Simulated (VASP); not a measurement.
# NaH: on-the-fly training of a machine-learned force field

NaH, Fm-3m (no. 225), 32 atoms in the cell. PBE, machine-learned force field (on-the-fly training); PAW potentials Na, H (PBE set).

Atoms in the training cell: 32; Target temperature (K): 300; Ensemble of the training: NVT, Langevin, temperature ramp.

## Input

INCAR:
```
SYSTEM = NaH
PREC = Normal
ENCUT = 330
EDIFF = 1E-6
ISMEAR = 0
SIGMA = 0.05
ALGO = Normal
LREAL = Auto
LASPH = .TRUE.
NELM = 80
NELMIN = 4
LWAVE = .FALSE.
LCHARG = .FALSE.
GGA = PE
KPAR = 4
NCORE = 2
IBRION = 0
NSW = 3000
POTIM = 0.5
TEBEG = 150
TEEND = 390
ISYM = 0
MDALGO = 3
LANGEVIN_GAMMA = 10 10
ISIF = 2
RANDOM_SEED = 191767 0 0
ML_LMLFF = .TRUE.
ML_MODE = train
NWRITE = 0
ML_MCONF = 600
ML_MB = 1200
```

KPOINTS:
```
k-points
0
Monkhorst-Pack
  2 2 2
```

POSCAR:
```
NaH
1.0
   -4.880000000000      4.880000000000      4.880000000000
    4.880000000000     -4.880000000000      4.880000000000
    4.880000000000      4.880000000000     -4.880000000000
Na H
16 16
Direct
   -0.009668364453      0.243543280447      0.736928542495
    0.007658317204      0.503259128918      0.509568596950
   -0.000221524086      0.751205523259      0.241778108550
    0.244094918720      0.002467957248      0.761726752984
    0.011083411042     -0.004643746506      0.003945208301
    0.242334494880      0.232200650722      0.488837104291
    0.242614841015      0.491746302465      0.243131389852
    0.495988623586      0.749778364010      0.753014093228
    0.245001015998      0.742417711814      0.007619834838
    0.492906336593     -0.002642737815      0.492392556461
    0.499894290900      0.241840341264      0.242200440455
    0.741122232568      0.495693474909      0.741686900065
    0.493050678194      0.494672890353     -0.015040190458
    0.761599695228      0.747585477774      0.500374669037
    0.744900075257     -0.019054508115      0.239391263383
    0.738044275846      0.237979267000      0.000471450078
    0.504341457995      0.754478963164      0.246992545767
    0.497781162714     -0.014018972772     -0.002725849857
    0.503739291724      0.256869510633      0.742796532411
    0.768895382471      0.507439320567      0.268442288541
    0.501438963158      0.501465458183      0.510362759897
    0.755863758827      0.747131685173      0.007871068163
    0.753614711265      0.004905836214      0.751030180764
    0.000553398811      0.249246758320      0.246820057598
    0.750189407563      0.256140201937      0.495315883559
   -0.015268077932      0.484133362687     -0.015366373506
   -0.008186340660      0.749975015781      0.753727646988
    0.246104244723     -0.013468414283      0.245605182848
   -0.003582262283     -0.015176962729      0.495954394584
    0.247220715734      0.245280080834     -0.002023768593
    0.255052536966      0.496489827167      0.757897620107
    0.237449722406      0.740999549535      0.480966888131
```

Commands:
```
cat potpaw_PBE.64/Na/POTCAR potpaw_PBE.64/H/POTCAR > POTCAR
# POSCAR: the crystal's sites, moved at random by about 0.06 A along each axis
mpirun -np 8 vasp_std > vasp.out
cp ML_ABN ../ML_AB.train
```

## Result

- MD steps with a DFT calculation: 138
- MD steps: 3000
- Force error on the training data while learning (meV/Å): 2.0
- Energy error on the training data while learning (meV/atom): 0.029
- Last threshold of the force error (eV/Å): 0.0013

Errors on the training data as learning went on:

| MD step | Energy (meV/atom) | Forces (meV/Å) | Stress (kbar) |
|---|---|---|---|
| 1 | 0.457 | 3.5 | 24.17 |
| 6 | 0.002 | 4.7 | 0.01 |
| 61 | 0.011 | 1.8 | 0.01 |
| 142 | 0.011 | 1.7 | 0.02 |
| 513 | 0.016 | 1.8 | 0.02 |
| 1058 | 0.019 | 1.9 | 0.03 |
| 1346 | 0.019 | 1.9 | 0.03 |
| 1520 | 0.020 | 1.9 | 0.03 |
| 1658 | 0.020 | 1.9 | 0.03 |
| 1778 | 0.023 | 1.9 | 0.03 |
| 2232 | 0.021 | 1.9 | 0.03 |
| 2394 | 0.023 | 1.9 | 0.03 |
| 2540 | 0.026 | 1.9 | 0.03 |
| 2655 | 0.026 | 1.9 | 0.03 |
| 2792 | 0.025 | 1.9 | 0.03 |
| 3000 | 0.029 | 2.0 | 0.03 |

DFT calculations in each fifth of the run: 30, 13, 35, 20, 40.

ML_LOGFILE:
```
ML_LOGFILE 0.2.5

* MEMORY INFORMATION ********************

Estimated memory consumption for ML force field generation (MB):

Persistent allocations for force field  :    216.0
|
|-- CMAT for basis  :     26.2
|-- SINV for basis  :      6.6
|-- FMAT for basis  :    158.3
|-- DESC for basis  :      3.1
|-- DESC product matrix  :      3.3

Persistent allocations for ab initio data     :      1.7
|
|-- Ab initio data  :      1.7
|-- Ab initio data (new)  :      0.1

Temporary allocations for sparsification  :     80.8
|
|-- SVD matrices  :     80.8

Other temporary allocations  :     22.4
|
|-- Descriptors  :      5.4
|-- Regression  :     11.1
|-- Prediction  :      5.9

Total memory consumption  :    327.4

********************

* MACHINE LEARNING SETTINGS ********************

General settings
------------------------------------------------------------
Machine learning operation mode in strings (supertag)  :         train (I) ML_MODE
Machine learning operation mode  :             0     ML_ISTART
Machine learning force field type  :        kernel     ML_TYPE
Controls the verbosity of the output at each MD step when machine learning is used  :             1     ML_OUTPUT_MODE
[... 399 lines left out ...]

Program part                                         system clock (sec)       cpu time (sec)
---------------------------------------------------|--------------------|-------------------
Setup (file I/O, parameters,...)                   |              0.261 |              0.229
Descriptor and design matrix                       |             19.159 |             18.373
Sparsification of configurations                   |              2.261 |              2.178
Regression                                         |              3.448 |              3.275
Prediction                                         |             71.798 |             67.732
---------------------------------------------------|--------------------|-------------------
TOTAL                                              |             96.927 |             91.785

********************
```

Limits: These errors are on the data that the field was fitted to, not on fresh structures.

VASP 6.6.1 took 683 s on 8 cores (AMD EPYC 9R45 (Zen 5)), a shared host.
